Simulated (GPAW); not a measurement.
Pd:

```xyz
1
Lattice="-1.5723 1.5723 1.5723 1.5723 -1.5723 1.5723 1.5723 1.5723 -1.5723" Properties=species:S:1:pos:R:3 pbc="T T T"
Pd    0.0000    0.0000    0.0000
```

This isn't the form of Pd at room conditions, which is fcc.

Base run:

* Program: GPAW 26.7.0
* Functional: PBEsol
* Potentials or basis: PAW data sets generated in the run's folder for this functional
* Cutoff: 600 eV
* Basis: pw
* k mesh: 12 × 12 × 12
* Occupations: fermi-dirac, width 0.05 eV
* Spin: no spin polarisation

Its results: pressure -9.6 GPa.

The run is repeated on the same cell with these changes: functional from PBEsol to LDA; potentials or basis from PAW data sets generated in the run's folder for this functional to the program's PAW data sets (release 1.2.1) made for this functional. What comes out?

Pressure -15.1 GPa.
